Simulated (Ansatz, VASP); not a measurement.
## Two plane-wave programs on TaN

```
CELL_PARAMETERS angstrom
3.05000 0.00000 0.00000
-1.52500 2.64138 0.00000
0.00000 0.00000 4.94000
ATOMIC_POSITIONS crystal
Ta 0.33333 0.66667 0.00000
Ta 0.66667 0.33333 0.50000
N 0.33333 0.66667 0.38500
N 0.66667 0.33333 0.88500
```

Alike in both runs: task single point; functional PBE; k mesh 8 × 8 × 4; occupations gaussian, width 0.05 eV; no spin polarisation.

|  | VASP | Ansatz |
| --- | --- | --- |
| version | VASP 6.6.1 | Ansatz 0.2.0 |
| potentials or method | VASP PAW PBE potentials, release 64 (Ta_pv, N) | scalar-relativistic, plane waves, PAW |
| plane-wave cutoff (eV) | 520 | 420 |
| valence electrons in the cell | 32 | 36 |

Ansatz gave:

- gap on the k mesh at the Fermi level (eV): none
- rms of the force components (eV/Å): 1.319

Question: Estimate VASP's values.

Answer: gap on the k mesh at the Fermi level (eV): none; rms of the force components (eV/Å): 1.345.

Atom by atom the forces differ by 0.026 eV/Å (rms over components). A gap of «none» marks a metal or a gap that the smearing closes. The two sets of potentials don't hold the same shells in valence.

Caveats: forces of over 1 eV/Å show positions far from the minimum, so gaps and moduli don't describe the material at rest. Spin-orbit coupling is left out, which matters for the levels of Ta.
